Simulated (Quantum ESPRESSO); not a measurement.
TePb:

```
Pb Te
1.0
     4.00229    0.00000    0.00000
     0.00000    4.00229    0.00000
     0.00000    0.00000    4.00229
Pb Te
1 1
Direct
  0.00000 0.00000 0.00000
  0.50000 0.50000 0.50000
```

Measurements of this composition are mostly on another form, of space group No. 225.

| Quantity | Value |
| --- | --- |
| Program | Quantum ESPRESSO 7.5 |
| Task | single point |
| Functional | PBE |
| Potentials or basis | SSSP 1.3 efficiency PBE |
| Cutoff | 748 eV |
| Density cutoff | 5987 eV |
| k mesh | 7 × 7 × 7 |
| Occupations | fermi-dirac, width 0.05 eV |
| Spin | no spin polarisation |

On this cell: pressure -0.1 GPa; largest force zero by symmetry; band gap on the k mesh none (metal or under the smearing width).

The same run follows on a disturbed copy (atoms moved at random, drawn with an rms of 0.05 Å):

```
Pb Te
1.0
     4.00229    0.00000    0.00000
     0.00000    4.00229    0.00000
     0.00000    0.00000    4.00229
Pb Te
1 1
Direct
  0.99039 0.00759 0.98972
  0.48334 0.49709 0.49934
```

**Question.** What does the disturbed cell give?

**Answer.** The energy (extrapolated to zero smearing) moves by -0.6 meV/atom; pressure -0.1 GPa; largest force 0.036 eV/Å; band gap on the k mesh none (metal or under the smearing width).

Forces in eV/Å, atoms in the order of the input:
```
Pb   0.016  0.023 -0.022
Te  -0.016 -0.023  0.022
```
